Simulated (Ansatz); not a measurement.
Sn, 2 atoms in the cell. Symmetry: Fd-3m, No. 227, cubic system. The conventional cell has a = 6.467 Å, b = 6.467 Å, c = 6.467 Å, α = 90.00°, β = 90.00°, γ = 90.00°. Around Sn (site symmetry -43m) lie 4 Sn at 2.80 Å. This isn't the form of Sn at room conditions, which is tetragonal (white tin).

| Property | Result |
| --- | --- |
| Program | Ansatz 0.2.0 |
| Task | relaxation of cell and atoms |
| Functional | HSE03 |
| Potentials or basis | Ansatz PAW |
| Cutoff | 420 eV (not typed: the program's choice for these potentials) |
| k mesh | 4 × 4 × 4 |
| Occupations | fermi-dirac, width 0.05 eV |
| Spin | no spin polarisation |

Potentials or basis: Ansatz PAW.

The run is started by

```bash
$ ansatz run input.yaml --threads 2 --pin off --max-ram 5632MiB --backend cpu --events-out ev --progress --plain --runs-dir out
```

Hardware: 2 threads of Intel(R) Xeon(R) Processor @ 2.50GHz (Skylake/Cascade Lake) (shared host).

Problem. Estimate the wall time of this run.

Solution. It took 2.7 min on 2 threads of Intel(R) Xeon(R) Processor @ 2.50GHz (Skylake/Cascade Lake), with other jobs on the host, peak memory 0.78 GiB. Counts: scf iterations 71, plane waves 1411, k points 8, bands 18, ion steps 5.
